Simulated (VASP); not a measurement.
Crystal: C.

```xyz
2
Lattice="0.0000 1.7775 1.7775 1.7775 0.0000 1.7775 1.7775 1.7775 0.0000" Properties=species:S:1:pos:R:3 pbc="T T T"
C     0.0000    0.0000    0.0000
C     0.8887    0.8887    0.8887
```

This isn't the form of C at room conditions, which is graphite.

Base run:

- Program: VASP 6.6.1
- Functional: PBE0
- Potentials or basis: VASP PAW PBE potentials, release 64 (C)
- Cutoff: 520 eV
- k mesh: 8 × 8 × 8
- Occupations: gaussian, width 0.03 eV
- Spin: no spin polarisation

Its results: band gap on the k mesh 6.05 eV, indirect (least direct gap 7.73 eV); pressure -2.9 GPa.

Problem. The run is repeated on the same cell with these changes: functional from PBE0 to HSE06. What comes out?

Solution. Band gap on the k mesh 5.32 eV, indirect (least direct gap 7.02 eV); pressure -2.8 GPa.

Caveats: the PAW data sets were made with another functional, which shifts forces and pressure a little.

A k mesh can miss the band edges.
